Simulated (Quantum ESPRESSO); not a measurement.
Set up this calculation in Quantum ESPRESSO 7.5, as the native input.

```yaml
Task: band structure
Functional: PBE
Potentials_or_basis: PseudoDojo 0.4 FR PBE standard
Cutoff: 1143 eV
Density_cutoff: 4572 eV
k_mesh: 12 × 12 × 12
Occupations: fermi-dirac, width 0.05 eV
Spin: spin-orbit coupling, no magnetisation
Mixing_beta: 0.5
Most_SCF_iterations: 120
SCF_threshold: 2e-10 Ry
```

Pt:

```
CELL_PARAMETERS angstrom
0.00000 1.96090 1.96090
1.96090 0.00000 1.96090
1.96090 1.96090 0.00000
ATOMIC_POSITIONS crystal
Pt 0.00000 0.00000 0.00000
```

One way to write it, as run:

pw.in

```
&CONTROL
  calculation = 'scf'
  prefix = 'pwscf'
  outdir = './tmp'
  pseudo_dir = './pseudo'
  tprnfor = .true.
  tstress = .true.
  disk_io = 'low'
/
&SYSTEM
  ibrav = 0
  nat = 1
  ntyp = 1
  ecutwfc = 84
  nbnd = 30
  occupations = 'smearing'
  smearing = 'fd'
  degauss = 0.00367493
  noncolin = .true.
  lspinorb = .true.
/
&ELECTRONS
  conv_thr = 2d-10
  electron_maxstep = 120
  mixing_beta = 0.5
/
ATOMIC_SPECIES
Pt   195.0840 Pt.upf
CELL_PARAMETERS bohr
   0.0000000000    3.7055639578    3.7055639578
   3.7055639578    0.0000000000    3.7055639578
   3.7055639578    3.7055639578    0.0000000000
ATOMIC_POSITIONS bohr
Pt     0.0000000000    0.0000000000    0.0000000000
K_POINTS automatic
12 12 12 0 0 0
```

bands.in

```
&CONTROL
  calculation = 'bands'
  prefix = 'pwscf'
  outdir = './tmp'
  pseudo_dir = './pseudo'
  disk_io = 'low'
  verbosity = 'high'
/
&SYSTEM
  ibrav = 0
  nat = 1
  ntyp = 1
  ecutwfc = 84
  nbnd = 30
  occupations = 'smearing'
  smearing = 'fd'
  degauss = 0.00367493
  noncolin = .true.
  lspinorb = .true.
/
&ELECTRONS
  conv_thr = 1d-08
  electron_maxstep = 120
  mixing_beta = 0.5
  diago_full_acc = .true.
/
ATOMIC_SPECIES
Pt   195.0840 Pt.upf
CELL_PARAMETERS bohr
   0.0000000000    3.7055639578    3.7055639578
   3.7055639578    0.0000000000    3.7055639578
   3.7055639578    3.7055639578    0.0000000000
ATOMIC_POSITIONS bohr
Pt     0.0000000000    0.0000000000    0.0000000000
K_POINTS crystal
60
 0.0000000000  0.0000000000  0.0000000000 1
 0.0625000000  0.0000000000  0.0625000000 1
 0.1250000000  0.0000000000  0.1250000000 1
 0.1875000000  0.0000000000  0.1875000000 1
 0.2500000000  0.0000000000  0.2500000000 1
 0.3125000000  0.0000000000  0.3125000000 1
 0.3750000000  0.0000000000  0.3750000000 1
 0.4375000000  0.0000000000  0.4375000000 1
 0.5000000000  0.0000000000  0.5000000000 1
 0.5000000000  0.0625000000  0.5625000000 1
 0.5000000000  0.1250000000  0.6250000000 1
 0.5000000000  0.1875000000  0.6875000000 1
 0.5000000000  0.2500000000  0.7500000000 1
 0.4375000000  0.3125000000  0.7500000000 1
 0.3750000000  0.3750000000  0.7500000000 1
 0.3375000000  0.3375000000  0.6750000000 1
 0.3000000000  0.3000000000  0.6000000000 1
 0.2625000000  0.2625000000  0.5250000000 1
 0.2250000000  0.2250000000  0.4500000000 1
 0.1875000000  0.1875000000  0.3750000000 1
 0.1500000000  0.1500000000  0.3000000000 1
 0.1125000000  0.1125000000  0.2250000000 1
 0.0750000000  0.0750000000  0.1500000000 1
 0.0375000000  0.0375000000  0.0750000000 1
 0.0000000000  0.0000000000  0.0000000000 1
 0.0625000000  0.0625000000  0.0625000000 1
 0.1250000000  0.1250000000  0.1250000000 1
 0.1875000000  0.1875000000  0.1875000000 1
 0.2500000000  0.2500000000  0.2500000000 1
 0.3125000000  0.3125000000  0.3125000000 1
 0.3750000000  0.3750000000  0.3750000000 1
 0.4375000000  0.4375000000  0.4375000000 1
 0.5000000000  0.5000000000  0.5000000000 1
 0.5250000000  0.4500000000  0.5250000000 1
 0.5500000000  0.4000000000  0.5500000000 1
 0.5750000000  0.3500000000  0.5750000000 1
 0.6000000000  0.3000000000  0.6000000000 1
 0.6250000000  0.2500000000  0.6250000000 1
 0.5833333333  0.2500000000  0.6666666667 1
 0.5416666667  0.2500000000  0.7083333333 1
 0.5000000000  0.2500000000  0.7500000000 1
 0.5000000000  0.2857142857  0.7142857143 1
 0.5000000000  0.3214285714  0.6785714286 1
 0.5000000000  0.3571428571  0.6428571429 1
 0.5000000000  0.3928571429  0.6071428571 1
 0.5000000000  0.4285714286  0.5714285714 1
 0.5000000000  0.4642857143  0.5357142857 1
 0.5000000000  0.5000000000  0.5000000000 1
 0.4821428571  0.4821428571  0.5357142857 1
 0.4642857143  0.4642857143  0.5714285714 1
 0.4464285714  0.4464285714  0.6071428571 1
 0.4285714286  0.4285714286  0.6428571429 1
 0.4107142857  0.4107142857  0.6785714286 1
 0.3928571429  0.3928571429  0.7142857143 1
 0.3750000000  0.3750000000  0.7500000000 1
 0.6250000000  0.2500000000  0.6250000000 1
 0.5937500000  0.1875000000  0.5937500000 1
 0.5625000000  0.1250000000  0.5625000000 1
 0.5312500000  0.0625000000  0.5312500000 1
 0.5000000000  0.0000000000  0.5000000000 1
```

Potentials or basis: PseudoDojo 0.4 FR PBE standard.

Command:

```sh
$ OMP_NUM_THREADS=1 pw.x -in pw.in > pw.out
$ OMP_NUM_THREADS=1 pw.x -in bands.in > bands.out
```

Results of the run:

```yaml
Pressure: 10.5 GPa
Band_gap_on_the_k_mesh: none (metal or under the smearing width)
```

It took 89 s on 1 thread of AMD EPYC 7R13 Processor (Zen 3) (shared host), peak memory 0.15 GiB.
